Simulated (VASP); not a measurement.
# Os (Fm-3m) in VASP: further runs, part 2 of 2

VASP 6.6.1.

## Step 4: Single point, r2SCAN+U (volume scaled by 0.88)

The input, INCAR:

```
SYSTEM = Os
PREC = Accurate ; ENCUT = 520
EDIFF = 1E-6 ; ISMEAR = -1
SIGMA = 0.05 ; LREAL = .FALSE.
LASPH = .TRUE. ; NELM = 100
ALGO = Normal ; ISIF = 2
LWAVE = .FALSE. ; LCHARG = .TRUE.
LMAXMIX = 4 ; LDAU = .TRUE.
LDAUTYPE = 2 ; LDAUL = 2
LDAUU = 4.5 ; LDAUJ = 1
LDAUPRINT = 1 ; METAGGA = R2SCAN
LMIXTAU = .TRUE. ; LELF = .TRUE.
LVHAR = .TRUE. ; NBANDS = 13
```

The input, KPOINTS:

```
Automatic mesh
0
G
  12 12 12
  0 0 0
```

The input, POSCAR:

```
Os
1.0
    0.0000000000      1.8638623244      1.8638623244
    1.8638623244      0.0000000000      1.8638623244
    1.8638623244      1.8638623244      0.0000000000
Os
1
Direct
    0.0000000000      0.0000000000      0.0000000000
```

Potentials or basis: VASP PAW PBE potentials, release 64 (Os_pv).

Run with:

```sh
$ cat potpaw_PBE.64/Os_pv/POTCAR > POTCAR
$ mpirun -np 1 vasp_std > vasp.out
```

OUTCAR:

```text
SYSTEM = Os
   PREC = Accurate
   ENCUT = 520
   EDIFF = 1E-6
   ISMEAR = -1
   LREAL = .FALSE.
   LASPH = .TRUE.
   NELM = 100
   ISIF = 2
   METAGGA = R2SCAN

 ion  position               nearest neighbor table
   1  0.000  0.000  0.000-

  LATTYP: Found a face centered cubic cell.
 ALAT       =     3.7277246488

  Lattice vectors:

 A1 = (   0.0000000000,   1.8638623244,   1.8638623244)
 A2 = (   1.8638623244,   0.0000000000,   1.8638623244)
 A3 = (   1.8638623244,   1.8638623244,   0.0000000000)

Analysis of symmetry for initial positions (statically):
=====================================================================
 Subroutine PRICEL returns:
 Original cell was already a primitive cell.

 Routine SETGRP: Setting up the symmetry group for a
 face centered cubic supercell.

 Subroutine GETGRP returns: Found 48 space group operations
 (whereof 48 operations were pure point group operations)
 out of a pool of 48 trial point group operations.

The static configuration has the point symmetry O_h .

Analysis of symmetry for dynamics (positions and initial velocities):
[... 216 lines left out ...]
      3     -36.7780      2.00000
      4      -2.1327      2.00000
      5       6.2029      2.00000
      6       6.2029      2.00000
      7       6.2029      2.00000
      8       9.5852      1.58413
      9       9.5852      1.58413
     10      24.8033      0.00000
     11      31.5411      0.00000
     12      31.5411      0.00000
     13      31.5412      0.00000
[... 354 lines left out ...]
  band No.  band energies     occupation
      1     -38.1552      2.00000
      2     -37.2643      2.00000
      3     -37.0384      2.00000
      4       2.1047      2.00000
      5       4.8150      2.00000
      6       6.9440      2.00000
      7       7.3041      2.00000
      8      11.9355      0.00000
      9      15.7102      0.00000
     10      20.1098      0.00000
     11      26.9073      0.00000
     12      30.5740      0.00000
     13      32.8699      0.00000

 [... further k-points ...]

------------------------ aborting loop because EDIFF is reached ----------------------------------------

  FORCE on cell =-STRESS in cart. coord.  units (eV):
  Direction    XX          YY          ZZ          XY          YZ          ZX
  --------------------------------------------------------------------------------------
  -------------------------------------------------------------------------------------
  Total        3.2297551      3.2297551      3.2297551      0.0000000      0.0000000      0.0000000
  in kB      399.5845488    399.5845488    399.5845488      0.0000000      0.0000000      0.0000000
  external PRESSURE =     399.5845488 kB  Pullay stress =       0.0000000 kB

 VOLUME and BASIS-vectors are now :
 -----------------------------------------------------------------------------
  energy-cutoff  :      520.00
  volume of cell :       12.95
      direct lattice vectors                 reciprocal lattice vectors
     0.000000000  1.863862324  1.863862324    -0.268260157  0.268260157  0.268260157
     1.863862324  0.000000000  1.863862324     0.268260157 -0.268260157  0.268260157
     1.863862324  1.863862324  0.000000000     0.268260157  0.268260157 -0.268260157

 POSITION                                       TOTAL-FORCE (eV/Angst)
 -----------------------------------------------------------------------------------
      0.00000      0.00000      0.00000         0.000000      0.000000      0.000000
 -----------------------------------------------------------------------------------
    total drift:                                0.000000      0.000000      0.000000

  FREE ENERGIE OF THE ION-ELECTRON SYSTEM (eV)
  ---------------------------------------------------
  free  energy   TOTEN  =       -48.4749984707 eV

  energy  without entropy=      -48.4716091529  energy(sigma->0) =      -48.47330381
```

OSZICAR:

```text
N       E                     dE             d eps       ncg     rms          rms(c)
DAV:   1     0.618469163976E+02    0.61847E+02   -0.82347E+03  1944   0.139E+03
DAV:   2    -0.503826784365E+02   -0.11223E+03   -0.10421E+03  1962   0.386E+02
DAV:   3    -0.526985083416E+02   -0.23158E+01   -0.22995E+01  2167   0.514E+01
[... 12 lines left out ...]
DAV:  16    -0.484748877297E+02   -0.13427E-03   -0.25868E-05  1877   0.635E-02    0.408E-02
DAV:  17    -0.484750003095E+02   -0.11258E-03   -0.52203E-05  1902   0.642E-02    0.834E-03
DAV:  18    -0.484749956540E+02    0.46555E-05   -0.18405E-06  1911   0.135E-02    0.887E-03
DAV:  19    -0.484749967272E+02   -0.10732E-05   -0.38245E-07  1136   0.733E-03    0.144E-03
DAV:  20    -0.484749986436E+02   -0.19164E-05   -0.55312E-08   936   0.277E-03    0.169E-03
DAV:  21    -0.484749984707E+02    0.17294E-06   -0.24716E-08   936   0.141E-03
   1 F= -.48474998E+02 E0= -.48473304E+02  d E =-.338932E-02
```

Run time: 45 s. Hardware: 1 thread of Intel Xeon Platinum 8559C (Emerald Rapids), shared host; peak memory 0.13 GiB.

What came out:

```
Free energy            : -48.4750 eV
Pressure               : 40.0 GPa
Band gap on the k mesh : none (metal or under the smearing width)
```

Levels at points of the mesh, in eV from the Fermi level:
| k point | band 3 | band 4 | band 5 | band 6 | band 7 | band 8 | band 9 | band 10 | band 11 | band 12 |
| --- | --- | --- | --- | --- | --- | --- | --- | --- | --- | --- |
| (0.00, 0.00, 0.00) | -46.43 | -11.78 | -3.45 | -3.45 | -3.45 | -0.07 | -0.07 | 15.15 | 21.89 | 21.89 |
| (0.50, 0.00, 0.00) | -46.63 | -8.72 | -3.77 | -3.77 | 0.04 | 2.91 | 2.91 | 10.80 | 14.76 | 22.85 |
| (0.50, 0.50, 0.00) | -46.98 | -8.90 | -8.01 | 2.73 | 2.96 | 3.81 | 3.81 | 13.94 | 13.94 | 14.57 |

Eigenvalues of the final occupation matrices:
| site | spin | trace | eigenvalues |
| --- | --- | --- | --- |
| site 1 d | 1 | 3.00 | 0.58 0.58 0.58 0.63 0.63 |
| site 1 d | 2 | 3.00 | 0.58 0.58 0.58 0.63 0.63 |

Caveat: the PAW data sets were made with another functional, which shifts forces and pressure a little; U without spin polarisation on a metal has little footing; the U is typed as a test and isn't derived for this compound. Spin-orbit coupling is left out, which matters for the levels of Os.
